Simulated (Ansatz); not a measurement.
# Tc under changes of volume

One of the cells (14.297 Å³/atom); the others are scaled copies at fixed shape and fractional positions:

```
Tc
1.0
     2.74000    0.00000    0.00000
    -1.37000    2.37291    0.00000
     0.00000    0.00000    4.39800
Tc
2
Cartesian
  1.3700 0.7910 3.2985
  0.0000 1.5819 1.0995
```

```yaml
Program: Ansatz 0.2.0
Functional: PBEsol
Potentials_or_basis: Ansatz PAW earlier set
Cutoff: "500 eV (not typed: the program's choice for these potentials)"
k_mesh: 11 × 11 × 6
Occupations: fermi-dirac, width 0.05 eV
Spin: no spin polarisation
```

| volume (Å³/atom) | energy over the lowest point (meV/atom) | pressure (GPa) |
| --- | --- | --- |
| 13.440 | 24.51 | 14.6 |
| 13.726 | 5.62 | 6.8 |
| 14.011 | 0.00 | -0.3 |
| 14.297 | ? | ? |
| 14.583 | 23.15 | -12.2 |
| 14.869 | 49.54 | -17.2 |
| 15.155 | 84.44 | -21.7 |

Question: What does the run at 14.297 Å³/atom give?

Answer: Energy over the lowest point 6.26 meV/atom; pressure -6.6 GPa.

Worked out: A Birch-Murnaghan fit of order 3 (a polynomial in V^(-2/3)) to the other rows has its minimum at 14.00 Å³/atom with B0 = V·E''(V) = 327 GPa and B' = 4.5 at fixed shape and positions, which overstates the stiffness. It gives 6.26 meV/atom at 14.297 Å³/atom, against the run's 6.26, and -dE/dV = -6.6 GPa, against -6.6.

Energies are extrapolated to zero smearing.

Caveats: the PAW data sets come from PBE, with cores solved anew for the run's functional, which leaves a small shift of forces and pressure.
